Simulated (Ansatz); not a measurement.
**Moments of MnO$_{2}$ against volume**

All numbers below come from DFT PBE+U, scalar-relativistic, plane waves, PAW in Ansatz 0.2.0.

```
Mn O
1.0
     2.85658    0.00000    0.00000
    -1.42829    2.47387    0.00000
     0.00000    0.00000    4.60137
Mn O
1 2
Cartesian
  0.0000 0.0000 2.3007
  1.4283 0.8246 1.3515
  0.0000 1.6492 3.2499
```

```
plane-wave cutoff                                : 420 eV
Γ-centred k-mesh                                 : 12×12×6
occupation rule                                  : Gaussian smearing, 0.02 eV
U_eff on Löwdin-orthogonalised atomic d orbitals : Mn 3.9 eV
list of starting moments (μB, in atom order)     : 4 0 0
check for lower electronic states after the SCF  : on
```

The cell is scaled evenly at fixed fractional positions, V₀ being the volume of the cell shown; start: ferromagnetic. The states are those that the runs reached from these starts; a lower one can exist. Energies are extrapolated to zero smearing.

Site moments are spin moments in atom-centred spheres that scale with the neighbour distance.

```csv
V/V₀,E above lowest (meV/atom),P (GPa),cell moment (μB),site moments (μB)
0.800,571.2,86.0,3.00,"Mn +2.40, O +0.05 (×2)"
0.860,291.6,53.7,3.00,Mn +2.50
0.920,123.0,30.7,3.00,Mn +2.60
0.960,56.0,19.2,3.00,"Mn +2.67, O -0.06 (×2)"
1.000,16.9,10.0,3.00,"Mn +2.75, O -0.09 (×2)"
1.040,0.0,2.8,3.00,"Mn +2.83, O -0.12 (×2)"
1.100,6.1,-5.3,3.00,"Mn +2.96, O -0.18 (×2)"
1.180,55.3,-12.2,3.00,"Mn +3.13, O -0.26 (×2)"
```

This form isn't the usual stable structure of the compound.

Cost: 8 runs of about 2.7 core-minutes in all, on Arm Neoverse V1 (shared hosts).